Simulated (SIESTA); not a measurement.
## Ir under changes of volume

One of the cells (14.340 Å³/atom); the others are scaled copies at fixed shape and fractional positions:

```
Ir
1.0
     0.00000    1.92829    1.92829
     1.92829    0.00000    1.92829
     1.92829    1.92829    0.00000
Ir
1
Cartesian
  0.0000 0.0000 0.0000
```

| Quantity | Value |
| --- | --- |
| Program | SIESTA 5.4.2 |
| Functional | PBEsol |
| Potentials or basis | PseudoDojo 0.4 standard (PBE files) |
| Basis | DZP (energy shift 0.003 Ry; two zetas on semicore shells) |
| Grid cutoff | 800 Ry |
| Energy shift | 0.003 Ry |
| k mesh | 12 × 12 × 12 |
| Occupations | fermi-dirac, width 0.05 eV |
| Spin | no spin polarisation |

```csv
volume (Å³/atom),energy over the lowest point (meV/atom),pressure (GPa)
13.215,?,?
13.496,40.89,21.9
13.778,11.73,11.7
14.340,0.00,-4.1
14.621,13.60,-11.2
14.902,38.77,-17.0
```

Task: What does the run at 13.215 Å³/atom give?

Result: Energy over the lowest point 88.64 meV/atom; pressure 32.9 GPa.

Worked out: A Birch-Murnaghan fit of order 3 (a polynomial in V^(-2/3)) to the other rows has its minimum at 14.17 Å³/atom with B0 = V·E''(V) = 389 GPa and B' = 4.9. It gives 87.82 meV/atom at 13.215 Å³/atom, against the run's 88.64, and -dE/dV = 32.3 GPa, against 32.9.

Energies are extrapolated to zero smearing.

Caveats: the potentials were made for another functional, which shifts forces and pressure; short orbitals over semicore shells can move pressures by several GPa; the basis of atomic orbitals isn't converged, which shifts pressures, moduli and gaps.
